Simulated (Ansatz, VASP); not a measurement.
# One calculation of InAs, two programs

```xyz
2
Lattice="0.0000 3.0130 3.0130 3.0130 0.0000 3.0130 3.0130 3.0130 0.0000" Properties=species:S:1:pos:R:3 pbc="T T T"
In    1.5065    1.5065    1.5065
As    0.0000    0.0000    0.0000
```

Alike in both runs: functional LDA; k mesh 10 × 10 × 10; occupations gaussian, width 0.1 eV; no spin polarisation.

Ansatz relaxed the structure, and its values are those at the end. VASP's run is a single point on that final structure, the one shown.

|  | VASP | Ansatz |
| --- | --- | --- |
| version | VASP 6.6.1 | Ansatz 0.2.0 |
| potentials or method | VASP PAW LDA potentials, release 64 (In_d, As) | scalar-relativistic, plane waves, PAW |
| plane-wave cutoff (eV) | 520 | 420 |
| valence electrons in the cell | 18 | 28 |

|  | VASP | Ansatz | Ansatz less VASP |
| --- | --- | --- | --- |
| gap on the k mesh at the Fermi level (eV) | none | none | - |
| pressure (GPa) | 0.1 | 0.0 | -0.15 |

A gap of «none» marks a metal or a gap that the smearing closes. The two sets of potentials don't hold the same shells in valence. Ansatz warned: «pseudo_functional_mismatch».

Caveats: this crystal is a semiconductor, whose small gap the functional closes, so the metal is an error of the method.
